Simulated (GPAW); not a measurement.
# GaAs (F-43m) in GPAW: further runs, part 2 of 2

GPAW 26.7.0. Earlier steps stand in the parts before.

### 3 G0W0 quasiparticle levels, AM05

The input, run.py:

```python
import json
import numpy as np
from ase import Atoms
from ase.dft.bandgap import bandgap
from ase.io import write
from gpaw import GPAW, PW, setup_paths
from gpaw.response.g0w0 import G0W0

setup_paths.insert(0, '.')

atoms = Atoms(['As', 'Ga'],
              cell=[[0.0, 2.82685, 2.82685],
                    [2.82685, 0.0, 2.82685],
                    [2.82685, 2.82685, 0.0]],
              scaled_positions=[[0.75, 0.75, 0.75],
                                [0.0, 0.0, 0.0]],
              pbc=True)

calc = GPAW(mode=PW(400),
            xc='AM05',
            kpts={'size': (5, 5, 5), 'gamma': True},
            occupations={'name': 'fermi-dirac', 'width': 0.001},
            nbands=11,
            convergence={'density': 1e-06},
            maxiter=150,
            txt='gpaw.txt')
atoms.calc = calc
energy = atoms.get_potential_energy()
calc.write('gs.gpw')
write('result.traj', atoms)
print(f'Energy: {energy:.6f} eV')
print('Fermi level:', round(calc.get_fermi_level(), 4), 'eV')
print(f'Gap: {bandgap(calc)[0]:.4f} eV, direct: {bandgap(calc, direct=True)[0]:.4f} eV')

calc.diagonalize_full_hamiltonian(nbands=106)
calc.write('full.gpw', mode='all')

ibz = calc.get_ibz_k_points()
gap, vbm, cbm = bandgap(calc, output=None)
gap, direct, _ = bandgap(calc, direct=True, output=None)
gamma = int(np.abs(ibz).sum(1).argmin())
kpts = sorted({gamma, vbm[1], cbm[1], direct[1]})
gw = G0W0(calc='full.gpw',
          filename='gw',
          ecut=100,
          ecut_extrapolation=True,
          relbands=(-2, 2),
          kpts=kpts,
          integrate_gamma='WS',
          ppa=True)
gw.calculate()
results = {mode: {key: np.asarray(r[key]).tolist() for key in ['f', 'eps', 'vxc', 'exx', 'sigma', 'Z', 'qp', 'sigma_eskn']}
           for mode, r in gw.all_results.items()}
json.dump({'kpts': ibz[kpts].tolist(), 'results': results}, open('gw.json', 'w'))
for mode, r in results.items():
    f, qp = np.array(r['f']), np.array(r['qp'])
    print(mode, 'quasiparticle energies (eV):')
    print(qp.round(3))
    print(mode, 'gap:', round(qp[f < 0.5].min() - qp[f > 0.5].max(), 4), 'eV')
```

Potentials or basis: PAW data sets generated in the run's folder for this functional, pw.

Command:

```
> gpaw-setup -x -f AM05 As Ga
> OMP_NUM_THREADS=1 python run.py
```

gpaw.txt:

```text
__  _  _
 | _ |_)|_||  |
 |__||  | ||/\| - 26.7.0

Input parameters:
  mode=PW(ecut=400.0),
  convergence={'density': 1e-06},
  kpts=MonkhorstPack(size=(5, 5, 5), gamma=True),
  maxiter=150,
  nbands=11,
  occupations=Occupations(name='fermi-dirac', width=0.001),
  xc=XC(name='AM05')

Diagonalizing LCAO Hamiltonian
Converting LCAO to pw mode

                    As

       Ga

Atoms  # Å, Bohr magnetons
|   | symbol |        x |        y |        z |    initial magnetic moments |
|---|--------|----------|----------|----------|-----------------------------|
| 0 |     As | 4.240275 | 4.240275 | 4.240275 | ( 0.0000,  0.0000,  0.0000) |
| 1 |     Ga | 0.000000 | 0.000000 | 0.000000 | ( 0.0000,  0.0000,  0.0000) |

Unit cell  # Å
| periodic |        x |        y |        z |  lengths |    angles |
|----------|----------|----------|----------|----------|-----------|
|      yes | 0.000000 | 2.826850 | 2.826850 | 3.997770 | 60.000000 |
|      yes | 2.826850 | 0.000000 | 2.826850 | 3.997770 | 60.000000 |
|      yes | 2.826850 | 2.826850 | 0.000000 | 3.997770 | 60.000000 |

Number of symmetries: 24
Symmetry operations  # r_c * U_cc + t_c -> r_c
|    | kind |            matrix            |
|----|------|------------------------------|
|  0 |  E   |  1, 0, 0,  0, 1, 0,  0, 0, 1 |
|  1 |  σ   |  1, 0, 0,  0, 0, 1,  0, 1, 0 |
|  2 |  σ   |  1, 0,-1,  0, 1,-1,  0, 0,-1 |
|  3 |  C3  |  1, 0,-1,  0, 0,-1,  0, 1,-1 |
|  4 |  C3  |  1,-1, 0,  0,-1, 1,  0,-1, 0 |
|  5 |  σ   |  1,-1, 0,  0,-1, 0,  0,-1, 1 |
|  6 |  σ   |  0, 1, 0,  1, 0, 0,  0, 0, 1 |
|  7 |  C3  |  0, 1, 0,  0, 0, 1,  1, 0, 0 |
[... 130 lines left out ...]
  Fermi-Dirac:
    width: 0.0010  # eV

poisson solver:
  ecut: 3200.0  # eV

xc functional:
  name: AM05 with 2 nearest neighbor stencil

convergence criteria:
- Maximum integral of absolute [dens]ity change: 1e-06 electrons / valence electron
- Maximum [total energy] change in last 3 cyles: 0.0005 eV / valence electron
- Maximum integral of absolute [eigenst]ate change: 4e-08 eV^2 / valence electron
maximum number of iterations: 150

SCF iterations
|iter     | |      energy | eigst |  dens |
|---------|-|-------------|-------|-------|
|iter:   1| |   -8.599966 | -0.68 |       |
|iter:   2| |   -8.581678 | -3.08 | -0.89 |
|iter:   3| |   -8.500943 | -2.22 | -0.92 |
|iter:   4| |   -8.502453 | -3.69 | -1.52 |
|iter:   5| |   -8.502758c| -4.63 | -2.06 |
|iter:   6| |   -8.502783c| -5.89 | -2.77 |
|iter:   7| |   -8.502784c| -7.35 | -3.55 |
|iter:   8| |   -8.502784c| -8.39c| -4.13 |
|iter:   9| |   -8.502784c| -8.91c| -5.22 |
|iter:  10| |   -8.502784c| -9.17c| -5.62 |
|iter:  11| |   -8.502784c|-10.59c| -6.67c|

Converged in 11 steps
Energy contributions relative to reference atoms: (reference = -114236.859322)

Energy contributions:
  Kinetic:          25.750351
  Coulomb:         -22.717213
  Zero:              0.013083
  External:          0.000000
  Xc:              -11.549005
  Entropy:          -0.000000
  Spinorbit:         0.000000
  ----------------------------
  Free energy:      -8.502784
  Extrapolated:     -8.502784

dipole moment: (-10.957568, -10.957568, -10.957568)  # |e|*Ang

Fermi level: 4.890
Eigenvalues  # (at kpt = [0.000, 0.000, 0.000])
| band index |      eig [eV] | occ [0-2] |
|------------|---------------|-----------|
|          0 |        -7.834 |     2.000 |
|          1 |         4.863 |     2.000 |
|          2 |         4.863 |     2.000 |
|          3 |         4.863 |     2.000 |
|          4 |         5.430 |     0.000 |
|          5 |         8.600 |     0.000 |
|          6 |         8.600 |     0.000 |
|          7 |         8.600 |     0.000 |
|          8 |        12.517 |     0.000 |
|          9 |        14.923 |     0.000 |
|         10 |        14.923 |     0.000 |

Gap: 0.567 eV
Transition (v -> c):
  (s=0, k=0, n=3, [0.00, 0.00, 0.00]) -> (s=0, k=0, n=4, [0.00, 0.00, 0.00])
No difference between direct/indirect transitions
# Writing to gs.gpw (mode='')

Matrix size: 869x869
# Writing to full.gpw (mode='all')
```

stdout:

```text
Energy: -8.502784 eV
Fermi level: 4.8897 eV
Gap: 0.5671 eV, direct: 0.5671 eV
IBZ(<points: 10, symmetries: 24>)
Occupied bands: 4
Calculating eigenvalues:
  k-points: 1
  Bands: 2-5 (inclusive)
HSE06-eigenvalue shifts:
  min: -1.415 eV
  ave: 1.424 eV
  max: 4.419 eV
GW quasiparticle energies (eV):
[[[4.295 4.295 6.041 8.785]]]
GW gap: 1.7462 eV
```

Run time: 96 s. Hardware: 1 thread of Arm Neoverse V1, shared host; peak memory 0.31 GiB.

Results:

* Free energy: -8.5028 eV
* Band gap on the k mesh, mean-field level: 0.57 eV, direct
* Quasiparticle gap: 1.75 eV
* Least direct quasiparticle gap: 1.75 eV

Levels at points of the mesh, in eV from the valence-band top:
| k point | band 1 | band 2 | band 3 | band 4 | band 5 | band 6 | band 7 |
| --- | --- | --- | --- | --- | --- | --- | --- |
| (0.00, 0.00, 0.00) | -12.70 | 0.00 | 0.00 | 0.00 | 0.57 | 3.74 | 3.74 |

Caveat: the k mesh is coarse; the quasiparticle gap is taken among the few k points that were corrected; the long-wavelength limit can be off by a per cent or two.

### 4 G0W0 quasiparticle levels, PBEsol

run.py, as its differences from that of step 3:

```diff
@@ -19,3 +19,3 @@
 calc = GPAW(mode=PW(400),
-            xc='AM05',
+            xc='PBEsol',
             kpts={'size': (5, 5, 5), 'gamma': True},
```

Potentials or basis: PAW data sets generated in the run's folder for this functional, pw.

Command:

```
> gpaw-setup -x -f PBEsol As Ga
> OMP_NUM_THREADS=1 python run.py
```

gpaw.txt:

```text
__  _  _
 | _ |_)|_||  |
 |__||  | ||/\| - 26.7.0

Input parameters:
  mode=PW(ecut=400.0),
  convergence={'density': 1e-06},
  kpts=MonkhorstPack(size=(5, 5, 5), gamma=True),
  maxiter=150,
  nbands=11,
  occupations=Occupations(name='fermi-dirac', width=0.001),
  xc=XC(name='PBEsol')

Diagonalizing LCAO Hamiltonian
Converting LCAO to pw mode

                    As

       Ga

Atoms  # Å, Bohr magnetons
|   | symbol |        x |        y |        z |    initial magnetic moments |
|---|--------|----------|----------|----------|-----------------------------|
| 0 |     As | 4.240275 | 4.240275 | 4.240275 | ( 0.0000,  0.0000,  0.0000) |
| 1 |     Ga | 0.000000 | 0.000000 | 0.000000 | ( 0.0000,  0.0000,  0.0000) |

Unit cell  # Å
| periodic |        x |        y |        z |  lengths |    angles |
|----------|----------|----------|----------|----------|-----------|
|      yes | 0.000000 | 2.826850 | 2.826850 | 3.997770 | 60.000000 |
[... 167 lines left out ...]
|iter:   5| |   -8.989138c| -4.77 | -2.08 |
|iter:   6| |   -8.989147c| -6.06 | -2.85 |
|iter:   7| |   -8.989148c| -7.47c| -3.59 |
|iter:   8| |   -8.989148c| -7.55c| -4.11 |
|iter:   9| |   -8.989148c| -8.60c| -5.46 |
|iter:  10| |   -8.989148c| -9.27c| -6.00c|

Converged in 10 steps
Energy contributions relative to reference atoms: (reference = -114303.878473)

Energy contributions:
  Kinetic:          25.510450
  Coulomb:         -22.572679
  Zero:              0.010916
  External:          0.000000
  Xc:              -11.937835
  Entropy:          -0.000000
  Spinorbit:         0.000000
  ----------------------------
  Free energy:      -8.989148
  Extrapolated:     -8.989148

dipole moment: (-10.954783, -10.954783, -10.954783)  # |e|*Ang

Fermi level: 4.831
Eigenvalues  # (at kpt = [0.000, 0.000, 0.000])
| band index |      eig [eV] | occ [0-2] |
|------------|---------------|-----------|
|          0 |        -7.913 |     2.000 |
|          1 |         4.811 |     2.000 |
|          2 |         4.811 |     2.000 |
|          3 |         4.811 |     2.000 |
|          4 |         5.318 |     0.000 |
|          5 |         8.530 |     0.000 |
|          6 |         8.530 |     0.000 |
|          7 |         8.530 |     0.000 |
|          8 |        12.267 |     0.000 |
|          9 |        14.870 |     0.000 |
|         10 |        14.870 |     0.000 |

Gap: 0.508 eV
Transition (v -> c):
  (s=0, k=0, n=3, [0.00, 0.00, 0.00]) -> (s=0, k=0, n=4, [0.00, 0.00, 0.00])
No difference between direct/indirect transitions
# Writing to gs.gpw (mode='')

Matrix size: 869x869
# Writing to full.gpw (mode='all')
```

It took 95 s on 1 thread of Arm Neoverse V1, shared host; peak memory 0.32 GiB.

What came out:

```yaml
Free_energy: -8.9891 eV
Band_gap_on_the_k_mesh_mean-field_level: 0.51 eV, direct
Quasiparticle_gap: 1.71 eV
Least_direct_quasiparticle_gap: 1.71 eV
```

Caveat: the k mesh is coarse; the quasiparticle gap is taken among the few k points that were corrected; the long-wavelength limit can be off by a per cent or two.

### 5 Against experiment

Step 2. Measured gap of GaAs: 1.412 eV (direct; 300 K; “Evidence of valence band perturbations in GaAsN/GaAs(001): A combined variable-angle spectroscopic ellipsometry and modulated photoreflectance investigation”, 2008, arxiv:0805.2212). This calculation gives 1.64 eV (+0.23 eV). 3 values of this kind are on record (1.412 to 1.51 eV); this one was drawn at random among those near their median, those with a stated uncertainty first. Spin-orbit coupling on As, Ga is left out. The value is that of G0W0 on LDA, without temperature or zero-point motion.

Step 3. A measured gap of GaAs is 1.412 eV (direct; 300 K; “Evidence of valence band perturbations in GaAsN/GaAs(001): A combined variable-angle spectroscopic ellipsometry and modulated photoreflectance investigation”, 2008, arxiv:0805.2212); the calculated 1.75 eV misses it by +0.33 eV. 3 values of this kind are on record (1.412 to 1.51 eV); this one was drawn at random among those near their median, those with a stated uncertainty first. Spin-orbit coupling on As, Ga is left out. The value is that of G0W0 on AM05, without temperature or zero-point motion.

Step 4. A measured gap of GaAs is 1.412 eV (direct; 300 K; “Evidence of valence band perturbations in GaAsN/GaAs(001): A combined variable-angle spectroscopic ellipsometry and modulated photoreflectance investigation”, 2008, arxiv:0805.2212); the calculated 1.71 eV misses it by +0.30 eV. 3 values of this kind are on record (1.412 to 1.51 eV); this one was drawn at random among those near their median, those with a stated uncertainty first. Spin-orbit coupling on As, Ga is left out. The value is that of G0W0 on PBEsol, without temperature or zero-point motion.
